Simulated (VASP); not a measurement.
A run of VASP 6.6.1 is set up as follows.

File INCAR:

```
ALGO     = Normal         # electronic algorithm
EDIFF    = 1E-6           # SCF threshold, eV
ENCUT    = 900            # plane-wave cutoff, eV
GGA      = PE             # functional
ISIF     = 2              # what is computed and relaxed
ISMEAR   = -1             # smearing method
LASPH    = T              # aspherical terms in the spheres
LCHARG   = F              # write CHGCAR
LMAXMIX  = 4              # l up to which the mixer works
LREAL    = F              # projectors in reciprocal space
LWAVE    = F              # write WAVECAR
NELM     = 60             # most SCF steps
PREC     = Accurate       # precision mode
SIGMA    = 0.05           # smearing width, eV
```

File KPOINTS:

```
k-points
0
Gamma
  5 5 5
```

Contents of POSCAR:

```
TiO2
1.0
    4.8126997814      0.0000000000      0.0000000000
    0.0000000000      4.8718844600      0.0000000000
   -0.8628854487      0.0000000000      4.9665942755
Ti O
4 8
Direct
    0.2774352600      0.0528083600      0.2131482700
    0.7225647400      0.5528083600      0.2868517300
    0.7225647400      0.9471916400      0.7868517300
    0.2774352600      0.4471916400      0.7131482700
    0.0638382200      0.1769655200      0.8515567400
    0.9361617800      0.6769655200      0.6484432600
    0.9361617800      0.8230344800      0.1484432600
    0.0638382200      0.3230344800      0.3515567400
    0.4453609900      0.7576317400      0.4667718600
    0.5546390100      0.2576317400      0.0332281400
    0.5546390100      0.2423682600      0.5332281400
    0.4453609900      0.7423682600      0.9667718600
```

File KPOINTS_OPT:

```
path GYHCEM1AXH1,MDZ,YD
20
line-mode
reciprocal
 0.0000000000  0.0000000000  0.0000000000  G
 0.0000000000  0.0000000000  0.5000000000  Y

 0.0000000000  0.0000000000  0.5000000000  Y
-0.4309152065  0.0000000000  0.5772602652  H

-0.4309152065  0.0000000000  0.5772602652  H
-0.5000000000  0.0000000000  0.5000000000  C

-0.5000000000  0.0000000000  0.5000000000  C
-0.5000000000  0.5000000000  0.5000000000  E

-0.5000000000  0.5000000000  0.5000000000  E
-0.5690847935  0.5000000000  0.4227397348  M1

-0.5690847935  0.5000000000  0.4227397348  M1
-0.5000000000  0.5000000000  0.0000000000  A

-0.5000000000  0.5000000000  0.0000000000  A
-0.5000000000  0.0000000000  0.0000000000  X

-0.5000000000  0.0000000000  0.0000000000  X
-0.5690847935  0.0000000000  0.4227397348  H1

-0.4309152065  0.5000000000  0.5772602652  M
 0.0000000000  0.5000000000  0.5000000000  D

 0.0000000000  0.5000000000  0.5000000000  D
 0.0000000000  0.5000000000  0.0000000000  Z

 0.0000000000  0.0000000000  0.5000000000  Y
 0.0000000000  0.5000000000  0.5000000000  D
```

Potentials or basis: VASP PAW PBE potentials, release 64 (Ti_sv, O).

The run is started by

```bash
$ cat potpaw_PBE.64/Ti_sv/POTCAR potpaw_PBE.64/O/POTCAR > POTCAR
$ mpirun -np 1 vasp_std > vasp.out
```

Question: Predict the largest force.

Answer: 0.101 eV/Å.

Question: Estimate the pressure.

Answer: 5.0 GPa.

Stress tensor (GPa, compression positive):
```
4.95 0.00 0.04
0.00 5.04 0.00
0.04 0.00 5.15
```
